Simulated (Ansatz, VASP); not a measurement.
**One calculation of GeSb4Te4, two programs**

```
Ge Sb Te
1.0
     4.34907    0.00000    0.00000
    -2.17454    3.76641    0.00000
     0.00000    0.00000   17.29564
Ge Sb Te
1 4 4
Direct
  0.00000 0.00000 0.00000
  0.33333 0.66667 0.54470
  0.66667 0.33333 0.45530
  0.66667 0.33333 0.78875
  0.33333 0.66667 0.21125
  0.33333 0.66667 0.90364
  0.66667 0.33333 0.09636
  0.00000 0.00000 0.69061
  0.00000 0.00000 0.30939
```

Change from the starting cell: uniaxial strain along c, a, b and atoms relaxed: -2.0 %.

Alike in both runs: functional PBE; k mesh 12 × 12 × 2; occupations gaussian, width 0.01 eV; no spin polarisation.

Ansatz relaxed the structure, and its values are those at the end. VASP's run is a single point on that final structure, the one shown.

|  | VASP | Ansatz |
| --- | --- | --- |
| version | VASP 6.6.1 | Ansatz 0.2.0 |
| potentials or method | VASP PAW PBE potentials, release 64 (Ge_d, Sb, Te) | scalar-relativistic, plane waves, PAW |
| plane-wave cutoff (eV) | 520 | 420 |
| valence electrons in the cell | 58 | 138 |

```csv
,VASP,Ansatz,Ansatz less VASP
gap on the k mesh at the Fermi level (eV),0.06,0.08,+0.020
least direct gap on the mesh (eV),0.06,0.08,+0.020
pressure (GPa),0.2,0.2,+0.01
rms of the force components (eV/Å),0.016,0.001,-0.0149
```

With one functional, cell and mesh, what is left measures potentials, basis and numerics. The two sets of potentials don't hold the same shells in valence. Ansatz warned: «symmetry_narrowed_by_cell_relaxation».

Caveats: spin-orbit coupling is left out, which moves the levels of the heavy elements.
